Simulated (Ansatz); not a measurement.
## Structures of MnO2: which is lowest?

Plane-wave DFT in Ansatz with scalar-relativistic PAW potentials, cutoff 420 eV, Γ-centred meshes chosen by cell and gap, Gaussian smearing with energies taken to zero width. Every cell was relaxed (cell and atoms) in a run of its own, within the symmetry of its start. U_eff on d shells: Mn 3.9 eV. Functional: PBE+U.

Relaxed structures (starts from databases or built by putting these elements on another compound's sites):
A. P4_2/mnm, 6 atoms in the computed cell, a = 4.456 Å, c = 2.943 Å; sites (symmetry × multiplicity) Mn m.mm × 2, O m.2m × 4; start: database
B. I4_1/amd, 6 atoms in the computed cell, a = 3.777 Å, c = 9.153 Å; sites (symmetry × multiplicity) Mn -4m2 × 4, O 2mm. × 8; start: built

Q: Rank them by energy. Could pressure change the order?

A:
| structure | group | E − E(lowest) (meV/atom) | V (Å³/atom) | gap on mesh (eV) |
| --- | --- | --- | --- | --- |
| A | P4_2/mnm | 0.0 | 9.74 | 0.00 |
| B | I4_1/amd | 68 | 10.88 | 0.00 |

A is lowest, 68 meV/atom under B. The lowest is also the densest of these, so pressure wouldn't bring one of the others in at first order. Other structures may lie lower than all of these, and vibrations aren't counted.

The state reached may not be the lowest one. Moments started parallel, and an antiferromagnetic order may lie lower. Magnetic cells started from one order each; another order can shift an energy by tens of meV per atom.